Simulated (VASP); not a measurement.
The system is HgSe.

```
Hg Se
1.0
     0.00000    3.03900    3.03900
     3.03900    0.00000    3.03900
     3.03900    3.03900    0.00000
Hg Se
1 1
Direct
  0.00000 0.00000 0.00000
  0.25000 0.25000 0.25000
```

| Quantity | Value |
| --- | --- |
| Program | VASP 6.6.1 |
| Task | relaxation of cell and atoms |
| Functional | PBEsol |
| Potentials or basis | VASP PAW PBE potentials, release 64 (Hg, Se) |
| Cutoff | 600 eV |
| k mesh | 10 × 10 × 10 |
| Occupations | gaussian, width 0.03 eV |
| Spin | no spin polarisation |

At the start: pressure 1.9 GPa; volume 28.07 Å³/atom.

Task: How do energy, volume and symmetry change on relaxing?

Result: Over 3 steps the energy falls by 5.3 meV/atom and the volume is 29.01 Å³/atom (+3.4 %); space group F-43m (No. 216, to 0.05 Å).

Step by step:
```
step  energy change (eV)  largest force (eV/Å)  pressure (GPa)  volume (Å³)
   1              0.0000                0.0000            1.85        56.13
   2             -0.0090                0.0000           -0.67        58.81
   3             -0.0106                0.0000            0.00        58.03
```

Final structure:
```
CELL_PARAMETERS angstrom
0.00000 3.07281 3.07281
3.07281 0.00000 3.07281
3.07281 3.07281 0.00000
ATOMIC_POSITIONS crystal
Hg 0.00000 0.00000 0.00000
Se 0.25000 0.25000 0.25000
```

Caveat: the PAW data sets were made with another functional, which shifts forces and pressure a little.
